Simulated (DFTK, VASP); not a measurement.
Given: the input of a run of VASP 6.6.1 on SiC (Moissanite 3C). 

Contents of INCAR:

```
PREC     = Accurate       # precision mode
ENCUT    = 520            # plane-wave cutoff, eV
EDIFF    = 1E-7           # SCF threshold, eV
ISMEAR   = -1             # smearing method
SIGMA    = 0.05           # smearing width, eV
LREAL    = False          # projectors in reciprocal space
LASPH    = True           # aspherical terms in the spheres
NELM     = 100            # most SCF steps
ALGO     = Normal         # electronic algorithm
ISIF     = 2              # what is computed and relaxed
LWAVE    = False          # write WAVECAR
LCHARG   = False          # write CHGCAR
GGA      = PS             # functional
NBANDS   = 11             # bands
```

File KPOINTS:

```
Automatic mesh
0
Gamma
  10 10 10
```

The input POSCAR:

```
SiC
1.0
    0.0000000000      2.1790000000      2.1790000000
    2.1790000000      0.0000000000      2.1790000000
    2.1790000000      2.1790000000      0.0000000000
Si C
1 1
Direct
    0.0000000000      0.0000000000      0.0000000000
    0.7500000000      0.7500000000      0.7500000000
```

Potentials or basis: VASP PAW PBE potentials, release 64 (Si, C).

Command:

```sh
$ cat potpaw_PBE.64/Si/POTCAR potpaw_PBE.64/C/POTCAR > POTCAR
$ mpirun -np 1 vasp_std > vasp.out
```

Set up the same calculation for DFTK 0.8.2. Potentials or basis there: PseudoDojo SR PBEsol 0.4.1 standard (PBEsol), cutoff 1116 eV.

As run (cutoffs and basis follow the program's own potentials, and thresholds, step limits or extra output files can differ):

File run.jl:

```julia
using DFTK
using PseudoPotentialData
using Unitful, UnitfulAtomic
using LinearAlgebra, Printf
include("save.jl")
disable_threading()

# lattice vectors are the columns
lattice = austrip(1u"Å") * [           0.0          2.179          2.179;
                    2.179            0.0          2.179;
                    2.179          2.179            0.0]
symbols   = [:Si, :C]
positions = [[0.0, 0.0, 0.0],
             [0.75, 0.75, 0.75]]
pseudopotentials = PseudoFamily("dojo.nc.sr.pbesol.v0_4_1.standard.upf")
elements = Dict(s => ElementPsp(s, pseudopotentials) for s in unique(symbols))
atoms    = [elements[s] for s in symbols]

build_model(lattice, positions; symmetries=true) =
    model_DFT(lattice, atoms, positions;
              functionals=PBEsol(),
              temperature=austrip(0.05u"eV"),
              smearing=Smearing.FermiDirac(),
              symmetries)
Ecut  = 41.0  # hartree
kgrid = [10, 10, 10]
tol   = 1e-6
to_GPa = ustrip(uconvert(u"GPa", 1u"hartree/bohr^3"))

model = build_model(lattice, positions)
basis = PlaneWaveBasis(model; Ecut, kgrid)
display(basis)
scfres = self_consistent_field(basis;
                               tol,
                               nbandsalg=AdaptiveBands(model; n_bands_converge=9))
display(scfres.energies)
@printf "Fermi level: %.6f eV\n" ustrip(auconvert(u"eV", something(scfres.εF, NaN)))
forces = compute_forces_cart(scfres)
println("Forces (eV/Å)")
for (s, f) in zip(symbols, forces)
    @printf "%-3s %12.6f %12.6f %12.6f\n" s ustrip.(auconvert.(u"eV/Å", f))...
end
stress = compute_stresses_cart(scfres)
println("Stress (GPa)")
display(round.(stress * to_GPa; digits=4))
println("Levels at the first k-point (eV): ", round.(ustrip.(auconvert.(u"eV", scfres.eigenvalues[1][1:scfres.n_bands_converge])); digits=4))
save_scf!(scfres; forces, stress)
```

Potentials or basis: dojo.nc.sr.pbesol.v0_4_1.standard.upf (PBEsol).

Launch:

```sh
$ julia --threads=1 run.jl  # save.jl only writes the numbers to a file and isn't shown; printed stress counts tension as positive; times include loading and compiling
```

Both were run:

|  | VASP | DFTK |
| --- | --- | --- |
| Pressure | 0.2 GPa | -0.1 GPa |

VASP's potentials were made for PBE.

Pressure is positive in compression.
